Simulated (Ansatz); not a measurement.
FeCo: frozen-core PAW against all-electron methods

```xyz
2
Lattice="2.8570 0.0000 0.0000 0.0000 2.8570 0.0000 0.0000 0.0000 2.8570" Properties=species:S:1:pos:R:3 pbc="T T T"
Fe    1.4285    1.4285    1.4285
Co    0.0000    0.0000    0.0000
```

Atoms are numbered in the order listed.

Conventional cell: a = 2.857 Å, b = 2.857 Å, c = 2.857 Å, α = 90.00°, β = 90.00°, γ = 90.00°. Around Fe (atom 1) lie 8 Co at 2.47 Å. Around Co (atom 2) lie 8 Fe at 2.47 Å.

The geometry is COD entry 9004229, unchecked; take it as a test cell.

The magnetic state is the one reached from the start moments; no search over orders was made, so it needn't be the ground state.

Levels of theory: DFT, PBE, PAW with Ansatz's default frozen-core files, scalar-relativistic (Ansatz 0.2.0); DFT, PBE, all-electron PAW with datasets made for the crystal, scalar-relativistic (Ansatz 0.2.0); DFT, PBE, all-electron LAPW, scalar-relativistic (Ansatz 0.2.0).

For PAW: a Γ-centred 11×11×11 k mesh, Fermi–Dirac smearing of 0.05 eV, cutoff 420 eV, spin-polarised from start moments Fe1 3, Co2 2 μB. The crystal-made all-electron datasets (AE datasets) take a cutoff of 320 eV at this cell. LAPW targets a basis error of 1 meV/atom. The Ansatz runs share mesh, smearing and spin set-up. Plane-wave (PAW) pressures include the program's estimate of the Pulay term.

Stress and pressure are positive in compression.

Levels count from the Fermi level.

| quantity | PAW | AE datasets | LAPW |
| --- | --- | --- | --- |
| pressure (GPa) | -2.57 | -2.64 | -2.64 |
| moment of the cell (μB) | 4.522 | 4.523 | 4.523 |
| highest filled spin-up level at M (eV) | -0.264 | -0.264 | -0.264 |
| lowest empty spin-up level at M (eV) | 5.883 | 5.886 | 5.885 |
| highest filled spin-up level at X (eV) | -0.690 | -0.695 | -0.695 |
| lowest empty spin-up level at X (eV) | 15.601 | 15.661 | 15.661 |
| highest filled spin-up level at Γ (eV) | -0.937 | -0.933 | -0.933 |
| lowest empty spin-up level at Γ (eV) | 8.845 | 8.848 | 8.849 |

PAW's pressure differs from the LAPW value by +0.07 GPa.
